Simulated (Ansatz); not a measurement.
**KCl: tetragonal deformation path**

Computed with DFT LDA, scalar-relativistic, plane waves, PAW (Ansatz). The runs took a 420 eV cutoff, a Γ-centred 8×8×8 mesh and Gaussian smearing (0.05 eV). No spin polarisation. Energies are free energies at this smearing, counted from the undisturbed cell; pressure is positive in compression.

Zero of the scan (as given, not relaxed at this level; it stands at -2.1 GPa):

```
K Cl
1.0
     0.00000    3.15610    3.15610
     3.15610    0.00000    3.15610
     3.15610    3.15610    0.00000
K Cl
1 1
Direct
  0.00000 0.00000 0.00000
  0.50000 0.50000 0.50000
```

At fixed volume and fractional coordinates, lengths along (0.000, 0.000, 1.000) are scaled against those across it; ρ is that ratio over its starting value.

```csv
ρ,ΔE (meV/atom),pressure (GPa),gap on the mesh (eV)
0.707,458.9,6.9,3.50
0.780,184.4,2.0,4.16
0.850,64.1,-0.5,4.48
1.000,0.0,-2.1,4.71
1.200,46.4,-0.6,4.59
1.300,93.5,0.9,4.48
1.414,164.7,3.0,4.34
```